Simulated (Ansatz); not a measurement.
Crystal: Ge.

```
Ge
1.0
    -2.49590    2.65086    1.43695
     2.49590   -2.65086    1.43695
     2.49590    2.65086   -1.43695
Ge
2
Direct
  0.31406 0.06406 0.25000
  0.68594 0.93594 0.75000
```

This isn't the form of Ge at room conditions, which is diamond.

Below is the output of Ansatz 0.2.0 for this cell. Logs are shortened: lines on timing, memory, paths and dates and some standing lists are left out, and cuts for length are marked.

```text
Warning: RAYON_NUM_THREADS=2 ignored (pool sized by the plan → 2); use --threads N
scf.n_extra_bands = 6 over 14 filled bands (N_el = 28.0): the run solves 20 bands
Engine: ansatz 0.2.0, aarch64-unknown-linux-gnu
Pseudopotentials: kind: paw
Pseudopotential: Ge, paw, valence charge 14, recommended cutoff 420 eV (normal), Ge.paw.azcp
Functional definition: SPW92
  exchange = slater_x
  correlation = pw_c
Crystal: 2 atoms, lattice volume = 38.029 Å³
Basis set: ecut = 420 eV, 765 PW (Γ)
Bands: 20, of which v1, the nominal top of the filled ones, is band 14 counted from 1 (13 counted from 0)
Symmetry: 8 space group operations
Space group: Imma (ITA 74), of the structure as read, at distance tolerance 3.4e-5 Å
k-points: 216 of 1331
Non-local potential: Ge, projectors of the file, l = 0: 2, l = 1: 2, l = 2: 3, l = 3: 1
PAW form: soft (Blöchl's): semilocal exchange-correlation on the pseudo side does not see the compensation charge
PAW frozen core: Ge, regenerated for the run's functional, and the local potential with it (the file was generated under x = pbe(κ = 0.804, μ = 0.2195149727645171), c = pbe(β = 0.06672455060314922))
PAW one-centre angular grid: Ge, 590 points (default); XC on 64 Gauss nodes
Initial density: superposition of atomic densities (neutral atoms: chi_scale 0, normalization atom), corrected by the library's trained network
Initial wavefunctions: pseudopotential atomic-orbital guess
Functional: x = slater, c = lda
SCF iter   1: F=—  HF=-8431.035788 eV  |F-HF|=—  |Δ(HF+E_count)|=         —  Δρ=5.42e-3  dr2=5.03e-3  ethr=1.77e-3  ⟨swp⟩=5.8  Hψ=19903  notcnv=0  defer=68
preconditioner: auto → Kerker (q_TF=auto, 2.593 Å⁻¹)  [metal: Δε(μ)=0.014 eV  Ē_g=25.388 eV  σ=0.050 eV  W_gap=0.07  n_scr=16 (ndim 8)  ℏωp=31.9 eV  f_vac=0.000  D(μ)=0.81/eV (n_scr^D=4)]
SCF iter   2: F=—  HF=-8431.033452 eV  |F-HF|=—  |Δ(HF+E_count)|=   2.34e-3  Δρ=3.04e-3  dr2=2.12e-3  ethr=1.80e-5  ⟨swp⟩=2.3  Hψ=8596  notcnv=0  defer=100
SCF iter   3: F=—  HF=-8431.032793 eV  |F-HF|=—  |Δ(HF+E_count)|=   6.59e-4  Δρ=7.71e-4  dr2=1.89e-4  ethr=7.57e-6  ⟨swp⟩=1.1  Hψ=4113  notcnv=0  defer=100
SCF iter   4: F=—  HF=-8431.032697 eV  |F-HF|=—  |Δ(HF+E_count)|=   9.56e-5  Δρ=2.44e-4  dr2=1.45e-5  ethr=6.74e-7  ⟨swp⟩=2.0  Hψ=6838  notcnv=0  defer=100
SCF iter   5: F=—  HF=-8431.032691 eV  |F-HF|=—  |Δ(HF+E_count)|=   6.15e-6  Δρ=7.72e-5  dr2=9.35e-7  ethr=5.19e-8  ⟨swp⟩=2.0  Hψ=7114  notcnv=0  defer=100
SCF iter   6: F=-8431.032690 eV  HF=-8431.032690 eV  |F-HF|=2.98e-8  |Δ(HF+E_count)|=   8.29e-7  Δρ=1.15e-5  dr2=5.17e-8  ethr=3.57e-10  ⟨swp⟩=8.1  Hψ=26754  notcnv=0
SCF 1 converged in 6 iterations: F = -8431.032690 eV  dr2 = 5.17e-8
  greatest PAW one-centre occupation: 0.998 electrons in one spin orbital (limit 2), on the Ge atom at site 1 (counted from 0), in its partial waves of l = 2
NSCF: frozen V_eff on 185 k-points
SCF converged after 6 iterations
Free energy (F): -8431.032690 eV
Harris-Foulkes:  -8431.032690 eV  (|F-HF|=2.98e-8)
Internal energy: -8431.026075 eV  (E = F + TS)
E sigma→0 (E₀):  -8431.029383 eV
Entropy (-TS):   -0.006616 eV (-3.308 meV/atom)
Fermi energy:    10.481930 eV
--- Per-component energies (eV) ---
  E_band       = -242.814835
  E_kinetic    = 222.387703
  E_local      = -4339.450333  (includes V_loc(G=0)·N_el)
  E_nonlocal   = 838.207555
  E_hartree    = 1895.620571
  E_xc         = -150.728069
  E_vxc        = -130.525868  (∫ρ·V_xc dr)
  E_paw        = -3877.559080  (= ΣΔE_a)
  E_vpaw       = -624.670323  (= ΣTr[D̂ρ^β])
  E_aug_tail   = 0.000677  (compensation charges beyond the density's cutoff)
  E_ewald      = -3023.321753
  E_core_change = 3.816652  (= ΣΔE_core)
  E_smearing   = -0.006616  (= −TS)
  E_closure    = 0.000000  (closes the sum)
  Σ components = -8431.032690   (vs F -8431.032690, Δ=0.00e0)
--- Forces (eV/Å), atoms counted from 1 ---
  atom   1  Ge     0.00000000     0.00000000     0.06856454
  atom   2  Ge     0.00000000     0.00000000    -0.06856454
  max |Σ_I F_I| component: 0.00e0 eV/Å
--- Stress (GPa, compression-positive) ---
       -3.071025       0.000000       0.000000
        0.000000      -5.099701       0.000000
        0.000000       0.000000      -4.459423
  P = ⅓ Tr σ = -4.2100 GPa (-42.100 kbar)
--- Band table (eV; the first three rows and the last of 216) ---
  k-point 0: bands = ["-14.3396", "-14.2617", "-14.2597", "-14.2572", "-14.2233", "-14.1875", "-14.1270", "-14.1246", "-14.0959", "-14.0278", "-2.6326", "6.5320", "8.1471", "8.5880", "14.0277", "17.3584", "17.5556", "18.2595", "18.5972", "21.2311"]
  k-point 1: bands = ["-14.3347", "-14.2644", "-14.2607", "-14.2535", "-14.2191", "-14.1855", "-14.1276", "-14.1263", "-14.0985", "-14.0333", "-2.5414", "5.7390", "8.4463", "8.9696", "14.4980", "16.5988", "17.5228", "18.1534", "18.2241", "21.9407"]
  k-point 2: bands = ["-14.3206", "-14.2699", "-14.2634", "-14.2429", "-14.2097", "-14.1798", "-14.1314", "-14.1295", "-14.1059", "-14.0488", "-2.2681", "4.3968", "8.7708", "9.7474", "15.3179", "15.8080", "16.8104", "17.7228", "17.8947", "22.1705"]
  k-point 215: bands = ["-14.3141", "-14.2526", "-14.2231", "-14.1968", "-14.1745", "-14.1681", "-14.1557", "-14.1459", "-14.1319", "-14.1290", "1.3814", "1.8571", "4.7339", "5.3738", "14.8768", "17.3668", "20.9067", "21.1589", "22.8280", "26.2097"]
```

Question: Write the input and the command behind it.

Answer: Band structure with LDA, no spin polarisation. The files as run (others can give the same):

input.yaml
```yaml
crystal:
  lattice:
    - [-2.495898, 2.650863, 1.436947]
    - [2.495898, -2.650863, 1.436947]
    - [2.495898, 2.650863, -1.436947]
  atoms:
    - { symbol: Ge, position: [0.314057, 0.064057, 0.25] }
    - { symbol: Ge, position: [0.685943, 0.935943, 0.75] }
hamiltonian:
  xc: lda
  pseudopotentials: { kind: paw }
kpoints:
  mp_grid: { grid: [11, 11, 11] }
  band_path:
    path:
      - [[0.0, 0.0, 0.0], [0.3234593264, 0.3234593264, -0.3234593264], [0.2950845098, 0.3518341431, -0.2950845098], [0.0, 0.5, 0.0], [0.25, 0.25, 0.25], [0.5, 0.0, 0.0], [0.6765406736, -0.3234593264, 0.3234593264], [0.5, -0.5, 0.5], [0.0, 0.0, 0.0], [-0.4716251834, 0.4716251834, 0.4716251834], [0.0, 0.0, 0.5], [0.25, 0.25, 0.25]]
      - [[-0.2950845098, 0.6481658569, 0.2950845098], [-0.4716251834, 0.4716251834, 0.4716251834]]
      - [[0.4716251834, -0.4716251834, 0.5283748166], [0.5, -0.5, 0.5]]
    npoints: 14
scf:
  occupations: { method: fermi_dirac, width: 0.05 }
  n_extra_bands: 6
output:
  forces: true
  stress: true
  eigenvalues: true
  fatbands: true
  write_density: true
  write_potential: true
  elf: true
  volumetric_format: npy
```

Potentials or basis: Ansatz PAW.
The run is started by
```bash
$ ansatz run input.yaml --threads 2 --pin off --max-ram 5632MiB --backend cpu --events-out ev --progress --plain --runs-dir out
```

Caveat: the PAW data sets come from PBE, with cores solved anew for the run's functional, which leaves a small shift of forces and pressure.
